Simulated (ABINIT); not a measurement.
The system is PbF2 (Fluorocronite).

```xyz
3
Lattice="0.0000 2.9637 2.9637 2.9637 0.0000 2.9637 2.9637 2.9637 0.0000" Properties=species:S:1:pos:R:3 pbc="T T T"
Pb    0.0000    0.0000    0.0000
F     4.4455    4.4455    4.4455
F     1.4818    1.4818    1.4818
```

Base run:

| Item | Value |
| --- | --- |
| Program | ABINIT 10.8.3 (patched build) |
| Functional | LDA |
| Potentials or basis | PseudoDojo NC SR LDA v0.4.1 standard |
| Cutoff | 1143 eV |
| k mesh | 8 × 8 × 8 |
| Occupations | fermi-dirac, width 0.05 eV |
| Spin | no spin polarisation |

Its results: band gap on the k mesh 4.27 eV, indirect (least direct gap 4.43 eV); pressure -4.5 GPa.

Q: The run is repeated on the same cell with these changes: potentials or basis from PseudoDojo NC SR LDA v0.4.1 standard to JTH PAW LDA v2.0 sp; cutoff from 1143 eV to 626 eV; valence electrons from 28 to 18. What comes out?

A: Band gap on the k mesh 4.22 eV, indirect (least direct gap 4.40 eV); pressure -5.8 GPa.

Caveats: spin-orbit coupling is left out, which as a rule narrows the gap of such compounds by several tenths of an eV; this set keeps more shells in the core, which shifts pressures and gaps (some runs).
